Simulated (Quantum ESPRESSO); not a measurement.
Runs of Quantum ESPRESSO 7.5 on P. Symmetry: Cmce, No. 64, orthorhombic system. The conventional cell has a = 3.295 Å, b = 10.930 Å, c = 4.544 Å, α = 90.00°, β = 90.00°, γ = 90.00°. P (site symmetry m) is surrounded by 3 P at 2.20 to 2.25 Å. 

```tsv
task	level	potentials or basis	cell	k mesh	cutoff (eV)	smearing	SCF threshold	q mesh for exact exchange	cutoff for exact exchange	form of the LDA correlation	k mesh for the Wannier functions	mesh quality	gap on the mesh (eV)	pressure (GPa)	largest force (eV/Å)
phonons	AM05	PseudoDojo 0.4.1 SR PBE standard	relaxed	7 × 7 × 5	599	gaussian 0.136 eV	8e-10 Ry	-	-	-	-	not flagged	none	0.0	-
band structure	vdW-DF3-opt1	PseudoDojo 0.4.1 SR PBE standard	as given	8 × 8 × 6	599	fermi-dirac 0.05 eV	8e-10 Ry	-	-	-	-	not flagged	0.05	1.0	0.52
phonons	LDA	PseudoDojo 0.4.1 SR LDA standard	relaxed	7 × 7 × 5	653	methfessel-paxton 0.136 eV	8e-10 Ry	-	-	PW92	-	not flagged	0.06	0.0	-
single point	PBE	SG15 PBE 1.2	as given	6 × 6 × 4	599	fermi-dirac 0.05 eV	8e-10 Ry	-	-	-	-	not flagged	0.10	2.0	0.37
Wannier functions	PBE	PseudoDojo 0.4.1 SR PBE standard	as given	6 × 6 × 4	599	fermi-dirac 0.05 eV	8e-10 Ry	-	-	-	5 × 5 × 4	not flagged	(a)	2.1	(b)
single point	PBEsol	SG15 PBE 1.2	as given	6 × 6 × 4	599	fermi-dirac 0.05 eV	8e-10 Ry	-	-	-	-	coarse	none	0.2	0.45
```

Alike in all rows: no spin polarisation.

Q: Estimate the missing entries.

A: (a) 0.09; (b) 0.36.

Caveats: the potentials were made for another functional, which shifts forces and pressure (some runs); the mesh is thin for the phonons of a metal (some runs); the layers were relaxed without a dispersion term, so their spacing and the soft interlayer modes are unreliable (some runs); some levels on the path didn't converge (some runs); this smearing can shift energies of a crystal with a gap (some runs); an odd mesh through Γ misses points on the zone boundary, where band edges often lie (some runs).

A gap of «none» marks a metal or a gap under the smearing width.

Not every run made on this cell is shown here.
